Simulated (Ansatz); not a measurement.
Run this with the Python package of Ansatz (0.2.0) and show what comes out.

`feo.cif`
```cif
data_FeO
_cell_length_a 3.048196
_cell_length_b 3.048196
_cell_length_c 3.048196
_cell_angle_alpha 60.00000
_cell_angle_beta 60.00000
_cell_angle_gamma 60.00000
_symmetry_space_group_name_H-M 'P 1'
_symmetry_Int_Tables_number 1
loop_
_symmetry_equiv_pos_as_xyz
'x, y, z'
loop_
_atom_site_label
_atom_site_type_symbol
_atom_site_fract_x
_atom_site_fract_y
_atom_site_fract_z
Fe1 Fe    0.000000    0.000000    0.000000
O2 O    0.500000    0.500000    0.500000
```

The script, `vcrelax_feo.py`:
```python
import json
import logging
import sys

import ansatz
from ase import Atoms
from ase.io import write
from ase.io import read
from ase.neighborlist import neighbor_list
import numpy as np

logging.basicConfig(stream=sys.stdout, format="%(name)s: %(message)s")
log = logging.getLogger("run")
log.setLevel(logging.INFO)

def edges_and_angles(cell):
    cell = np.asarray(cell)
    a, b, c = np.linalg.norm(cell, axis=1)
    cosines = cell[1] @ cell[2] / (b * c), cell[0] @ cell[2] / (a * c), cell[0] @ cell[1] / (a * b)
    return (a, b, c, *np.degrees(np.arccos(cosines)))


def main() -> None:
    atoms = read("feo.cif")
    cell = ansatz.Crystal.from_ase(atoms).moments(Fe=2.4)

    job = (
        cell.calculation()
        .functional("LDA")
        .spin("collinear")
        .kpoints(10)
        .pseudopotentials("paw")
        .occupations("fermi_dirac")
        .scf(tolerance=1e-08)
        .hubbard("Fe", "d", u=4.9, j=0.9)
        .relax(force_tolerance=0.05, pressure=2)
    )
    res = job.run(threads=1, events_out="stream.ndjson")
    with open("stream.ndjson") as stream:
        events = [json.loads(line) for line in stream]
    steps = [e["data"] for e in events if e["event"] == "relax_step"]
    data = res.report
    for s in steps:
        flag = "" if s["accepted"] else "  (rejected)"
        log.info("step %2d  E = %.5f eV  largest force component = %.4f eV/A%s" % (s["step"], s["lagrangian_ev"], s["allowed_force_max_ev_ang"], flag))

    first, last = steps[0], steps[-1]
    symbols = [site.symbol for site in res.lattice.sites]
    log.info(f"energy gained {first['lagrangian_ev'] - last['lagrangian_ev']:.4f} eV in {len(steps) - 1} steps")
    for label, vectors in (("before", first["cell_ang"]), ("after", res.lattice.cell_ang)):
        print(label, "a b c (A) {:.4f} {:.4f} {:.4f}  angles {:.2f} {:.2f} {:.2f}".format(*edges_and_angles(vectors)), f" V = {abs(np.linalg.det(vectors)):.3f} A^3")
    print("final stress xx yy zz (GPa, compression positive):", np.round(np.diag(data["stress_gpa"]), 3) + 0.0)

    relaxed = Atoms(symbols, positions=[site.position_ang for site in res.lattice.sites], cell=res.lattice.cell_ang, pbc=True)
    write("relaxed.extxyz", relaxed, format="extxyz")

    log.info("atom   start x y z (A)              end x y z (A)")
    for symbol, a, b in zip(symbols, first["positions_ang"], last["positions_ang"]):
        print(f"{symbol:3s}", " ".join(f"{v:8.4f}" for v in a), "  ", " ".join(f"{v:8.4f}" for v in b))

    log.info("relaxed fractional positions")
    for site in res.lattice.sites:
        print(f"  {site.symbol:2s}", " ".join(f"{v % 1:8.5f}" for v in np.round(site.position_frac, 5)))

    final = Atoms(symbols, positions=last["positions_ang"], cell=res.lattice.cell_ang, pbc=True)
    i, j, d = neighbor_list("ijd", final, 4.5)
    log.info("neighbours within 1.15 times the shortest distance of each atom (A)")
    for atom in range(len(final)):
        near = [m for m in np.argsort(d) if i[m] == atom]
        shell = [m for m in near if d[m] < 1.15 * d[near[0]]]
        print(f"{symbols[atom]}{atom} ({len(shell)}):", ", ".join(f"{symbols[j[m]]} {d[m]:.3f}" for m in shell))

    log.info(f"free energy      {data['free_energy_ev']:.5f} eV")
    log.info(f"per atom         {data['free_energy_ev'] / len(res.lattice.sites):.5f} eV")
    log.info(f"SCF iterations   {data['n_iterations']}  (converged: {data['converged']})")

    print(job.to_yaml())


if __name__ == "__main__":
    main()
```

`python vcrelax_feo.py` gives:
```text
DeckWarning: basis.ecutwfc = 420 eV, auto-derived from the records' recommended cutoffs: set by Fe (normal level)
DeckWarning: relax.cell: scf.convergence.dr2_threshold = 1e-8 eV is looser than the 2e-10 eV advised for a relaxation that steers and ends on the stress (1e-10 eV for each atom of the cell: 2). What an SCF threshold leaves in a stress goes as its square root, [...]
RunWarning: this relaxation goes on in a lower state, found at its end (end_state_compared): <dir> holds labels of the higher one, and is kept as <dir>
run: step  1  E = -4972.31495 eV  largest force component = 0.0000 eV/A
run: step  2  E = -4972.36530 eV  largest force component = 0.0000 eV/A
run: step  3  E = -4972.36889 eV  largest force component = 0.0000 eV/A
run: step  4  E = -4972.36934 eV  largest force component = 0.0000 eV/A
run: step  5  E = -4972.36410 eV  largest force component = 0.0000 eV/A
run: step  6  E = -4972.36388 eV  largest force component = 0.0000 eV/A
run: step  7  E = -4972.36372 eV  largest force component = 0.0000 eV/A
run: step  8  E = -4972.75680 eV  largest force component = 0.0000 eV/A
run: step  9  E = -4972.78675 eV  largest force component = 0.0000 eV/A
run: step 10  E = -4972.79211 eV  largest force component = 0.0000 eV/A
run: step 11  E = -4972.79222 eV  largest force component = 0.0000 eV/A
run: step 12  E = -4972.79780 eV  largest force component = 0.0000 eV/A
run: step 13  E = -4972.79801 eV  largest force component = 0.0000 eV/A
run: step 14  E = -4972.79815 eV  largest force component = 0.0000 eV/A
run: step 14  E = -4972.79815 eV  largest force component = 0.0000 eV/A
run: energy gained 0.4832 eV in 14 steps
before a b c (A) 3.0482 3.0482 3.0482  angles 60.00 60.00 60.00  V = 20.027 A^3
after a b c (A) 2.9705 2.9705 2.9705  angles 61.98 61.98 61.98  V = 19.354 A^3
final stress xx yy zz (GPa, compression positive): [2.    2.021 2.026]
run: atom   start x y z (A)              end x y z (A)
Fe    0.0000   0.0000   0.0000      0.0000  -0.0000  -0.0000
O     3.0482   1.7599   1.2444      2.9252   1.6889   1.1942
run: relaxed fractional positions
  Fe  0.00000  0.00000  0.00000
  O   0.50000  0.50000  0.50000
run: neighbours within 1.15 times the shortest distance of each atom (A)
Fe0 (6): O 2.132, O 2.132, O 2.132, O 2.132, O 2.132, O 2.132
O1 (6): Fe 2.132, Fe 2.132, Fe 2.132, Fe 2.132, Fe 2.132, Fe 2.132
run: free energy      -4972.79815 eV
run: per atom         -2486.39907 eV
run: SCF iterations   4  (converged: True)
crystal:
  lattice:
    - [3.048196, 0.0, 0.0]
    - [1.5240980000000004, 2.6398151717141105, 0.0]
    - [1.5240980000000004, 0.8799383905713704, 2.4888416119975703]
  atoms:
    - { symbol: Fe, position: [0.0, 0.0, 0.0] }
    - { symbol: O, position: [0.49999999999999983, 0.5000000000000001, 0.4999999999999999] }
kpoints:
  mp_grid:
    grid: [10, 10, 10]
hamiltonian:
  xc: lda
  pseudopotentials:
    kind: paw
  hubbard:
    - { species: Fe, l: d, u: 4.9, j: 0.9 }
magnetization:
  spin_polarized: true
  per_species:
    Fe: 2.4
scf:
  convergence:
    dr2_threshold: 1.0e-08
  occupations:
    method: fermi_dirac
relax:
  f_tol: 0.05
  cell:
    p_target: 2.0
```
(Warnings from the package without file and line, shortened.)

`relaxed.extxyz`, as written:
```text
2
Lattice="2.9697847819065006 -0.05143536907129814 -0.03637029826314773 1.4403480546844782 2.597626749439107 -0.03637029826314772 1.440348054684478 0.8315853370988373 2.4611894187809975" Properties=species:S:1:pos:R:3 pbc="T T T"
Fe       0.00000000      -0.00000000      -0.00000000
O        2.92524045       1.68888836       1.19422441
```

Notes:
- Total energies depend on the potentials; only differences at equal settings carry meaning.
- Other magnetic orders than the one started from may lie lower.
- Forces vanish by symmetry, so the ions can't move, and the end may be a saddle.
- Part of the cell is held or a pressure is applied, so the end point needn't be the zero-pressure lattice.
- At a fixed pressure a relaxation lowers the enthalpy F + PV, while F alone can rise.
- Energies along a relaxation are free energies. Rows at an unchanged volume are solved on a plane-wave basis chosen afresh for that cell, so the energy jumps there and such rows are no steps of the walk.
- Edges and angles are those of the cell as typed, here a primitive one, not of the conventional cell.
- With one magnetic atom the cell can hold only ferromagnetic order.
- Of the deposited cell: the entry's cell lengths or inner coordinates differ somewhat from later room-temperature determinations.
- The cell relaxed to the group R-3m; tensors and edges are in the axes of the typed cell.
- Symmetry holds the cell in this phase, whether or not it is the stable one at this pressure.
- An opening on this mesh may only mean that it misses a point where bands touch.
- The structure is a deposited one; some such entries were measured under pressure or heat, so a shift against it needn't be the functional's error alone.
- Wall time of the script: 110 s on 1 thread of Arm Neoverse V2 (shared host), peak memory 0.93 GiB.

(Lines on the test bed's own set-up are left out of the output.)
